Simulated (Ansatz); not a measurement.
An input for the plane-wave PAW code Ansatz:

```yaml
crystal:
  lattice:
    - [0.0, 2.5011167849, 2.5011167849]
    - [5.0022335698, 2.5011167849, 2.5011167849]
    - [5.0022335698, 5.0022335698, 0.0]
  atoms:
    - { symbol: Gd, position: [0.5, 0.5, 0.0], spin: 7.0 }
    - { symbol: "N", position: [0.0, 0.0, 0.0] }
    - { symbol: Gd, position: [0.5, 0.5, 0.5], spin: -7.0 }
    - { symbol: "N", position: [0.0, 0.0, 0.5] }
basis:
  ecutwfc: 420
  ecutrho_ratio: 4
kpoints:
  mp_grid: { grid: [5, 5, 5] }
hamiltonian:
  xc: pbe
  hubbard: { sites: [{ species: Gd, l: f, u_eff: 6.0 }] }
scf:
  occupations: { method: gaussian, width: 0.05 }
output:
  forces: true
  stress: true
  eigenvalues: true
  populations: true
  hubbard: { sites: [{ species: Gd, l: f }] }
magnetization:
  spin_polarized: true
```

Launched as:
```sh
ansatz run input.yaml --threads 2 --pin off --max-ram 2662MiB --backend cpu --events-out ev --progress --plain --runs-dir out
```

The start was a prototype's sites filled with these elements; the Crystallography Open Database holds the compound in this structure.

Question: Predict the main results.

Answer: Pressure 0.3 GPa, gap on the mesh zero (metallic), site spin moments Gd 6.92, -6.92 μB (PBE+U, scalar-relativistic).

The output:

```
Gd: projections on atomic orbitals take those of the free atom [Kr 4d10] 4f7 5s2 5p6 5d1 6s2, of charge +0.00 (hamiltonian.pseudopotentials.projection_atoms); the dataset's partial waves leave at most 2.5e-4 of an orbital's norm unspanned inside its sphere
N: projections on atomic orbitals take those of the free atom [He] 2s2 2p3, of charge +0.00 (hamiltonian.pseudopotentials.projection_atoms); the dataset's partial waves leave at most 9.3e-9 of an orbital's norm unspanned inside its sphere
Pseudopotentials: kind: paw
Pseudopotential: Gd, paw, valence charge 18, recommended cutoff 420 eV (normal), Gd.paw.azcp
Pseudopotential: N, paw, valence charge 5, recommended cutoff 420 eV (normal), N.paw.azcp
Crystal: 4 atoms, lattice volume = 62.584 Å³
Basis set: ecut = 420 eV, 1229 PW (Γ), FFT grids on a1, a2−a3, −a1+a2, exchange–correlation on 48×48×72 points (8 copies of the dense FFT grid, shifted against one another)
Bands: 36, of which v1, the nominal top of the filled ones, is band 23 counted from 1 (22 counted from 0)
Symmetry: 16 space group operations
Space group: P4/mmm (ITA 123), of the structure as read, at distance tolerance 4.0e-5 Å
Magnetic group: BNS 123.350 (UNI 1010), of the structure as read, at distance tolerance 4.0e-5 Å
k-points: 18 of 125
Initial density: superposition of atomic densities (chi_scale 0.1, normalization cell, long waves kept (reshape's long-wave potential 0.00 eV rms))
Starting moments: Σ|m| = 14 μB on 2 of 4 sites
Starting magnetic order: antiferromagnet; a translation exchanges its spin sublattices: spin-degenerate at every k-point
Initial wavefunctions: pseudopotential atomic-orbital guess
Functional: x = pbe(κ = 0.804, μ = 0.21951), c = pbe(β = 0.06672)
```

```
SCF iter   1: F=—  HF=-19436.486439 eV  |F-HF|=—  |Δ(HF+E_count)|=         —  Δρ=4.50e-2 (↑4.50e-2 ↓4.50e-2)  dr2=1.74e0  dr2_m=7.49e-1  M=0.000 μB ∫|m|=14.086 μB
Mixer restart at iter 1: flushing history
SCF iter   2: F=—  HF=-19437.160805 eV  |F-HF|=—  |Δ(HF+E_count)|=   6.74e-1  Δρ=3.36e-2 (↑3.36e-2 ↓3.36e-2)  dr2=6.16e-1  dr2_m=4.32e-1  M=0.000 μB ∫|m|=14.134 μB
SCF iter   3: F=—  HF=-19438.247798 eV  |F-HF|=—  |Δ(HF+E_count)|=    1.09e0  Δρ=1.09e-2 (↑1.09e-2 ↓1.09e-2)  dr2=3.79e-1  dr2_m=3.59e-3  M=0.000 μB ∫|m|=14.192 μB
SCF iter   4: F=—  HF=-19438.209233 eV  |F-HF|=—  |Δ(HF+E_count)|=   3.86e-2  Δρ=1.70e-3 (↑1.70e-3 ↓1.70e-3)  dr2=3.26e-3  dr2_m=4.78e-4  M=0.000 μB ∫|m|=14.227 μB
SCF iter   5: F=—  HF=-19438.210719 eV  |F-HF|=—  |Δ(HF+E_count)|=   1.49e-3  Δρ=6.68e-4 (↑6.68e-4 ↓6.68e-4)  dr2=1.45e-3  dr2_m=3.73e-5  M=0.000 μB ∫|m|=14.231 μB
SCF iter   6: F=—  HF=-19438.210778 eV  |F-HF|=—  |Δ(HF+E_count)|=   5.96e-5  Δρ=1.23e-4 (↑1.23e-4 ↓1.23e-4)  dr2=3.97e-5  dr2_m=1.05e-6  M=0.000 μB ∫|m|=14.235 μB
SCF iter   7: F=—  HF=-19438.210797 eV  |F-HF|=—  |Δ(HF+E_count)|=   1.91e-5  Δρ=6.24e-5 (↑6.24e-5 ↓6.24e-5)  dr2=9.25e-6  dr2_m=4.26e-7  M=0.000 μB ∫|m|=14.236 μB
SCF iter   8: F=—  HF=-19438.210792 eV  |F-HF|=—  |Δ(HF+E_count)|=   4.90e-6  Δρ=1.84e-5 (↑1.84e-5 ↓1.84e-5)  dr2=5.32e-7  dr2_m=5.67e-8  M=0.000 μB ∫|m|=14.236 μB
SCF iter   9: F=-19438.210793 eV  HF=-19438.210793 eV  |F-HF|=4.37e-9  |Δ(HF+E_count)|=   5.53e-7  Δρ=2.88e-6 (↑2.88e-6 ↓2.88e-6)  dr2=1.62e-8  dr2_m=7.47e-10  M=0.000 μB ∫|m|=14.236 μB
```

```
SCF 1 converged in 9 iterations: F = -19438.210793 eV  dr2 = 1.62e-8
SCF converged after 9 iterations
Magnetization: 0.0000 μB (23.0000 up, 23.0000 down)
Absolute magnetization: 14.2361 μB (∫|ρ↑−ρ↓|, with the PAW one-centre terms)
Per-site moments (μB) at R_I (Å): [(6.91911, 1.03171), (0.04652, 1.03171), (-6.91911, 1.03171), (-0.04652, 1.03171)]
Free energy (F): -19438.210793 eV
E sigma→0 (E₀):  -19438.210543 eV
Entropy (-TS):   -0.000499 eV (-0.125 meV/atom)
Fermi energy:    14.268359 eV
--- Forces (eV/Å), atoms counted from 1 ---
  atom   1  Gd     0.00000000     0.00000000     0.00000000
  atom   2  N      0.00000000     0.00000000     0.00000000
  atom   3  Gd     0.00000000     0.00000000     0.00000000
  atom   4  N      0.00000000     0.00000000     0.00000000
--- Stress (GPa, compression-positive) ---
        0.272192       0.000000       0.000000
        0.000000       0.294463       0.000000
        0.000000       0.000000       0.294463
  P = ⅓ Tr σ = 0.2870 GPa (2.870 kbar)
--- Löwdin populations: 4 sites ---
  site symbol       q [e]    m [muB]
     0     Gd     17.2700     7.0736
     1      N      5.6919     0.0522
     2     Gd     17.2700    -7.0736
     3      N      5.6919    -0.0522
--- Occupation matrices: 2 shells (run DFT+U table (all-electron-ortho-atomic); ε = 1.02e-3) ---
  Gd0 f_4F up     Tr n = 6.9924  λ = 0.998 0.998 0.999 0.999 0.999 0.999 0.999
  Gd0 f_4F dn     Tr n = 0.0378  λ = 0.001 0.003 0.003 0.003 0.009 0.009 0.009
  Gd2 f_4F up     Tr n = 0.0378  λ = 0.001 0.003 0.003 0.003 0.009 0.009 0.009
  Gd2 f_4F dn     Tr n = 6.9924  λ = 0.998 0.998 0.999 0.999 0.999 0.999 0.999
```

It ran for 3.9 s on 2 threads of Arm Neoverse V1, with other jobs on the host, peak memory 0.44 GiB.

Total energies depend on the potentials used, so only differences within one code and one set of settings carry meaning.

Spin–orbit coupling, which matters for such heavy elements, is left out. The program warned that another magnetic order may lie lower. Site moments are of spin, integrated over atomic spheres. A U of this size is made for insulators; in a metal, as here, it tends to take f weight out of the bonding and to swell the cell. The k-mesh is coarse, so small energy differences aren't converged.
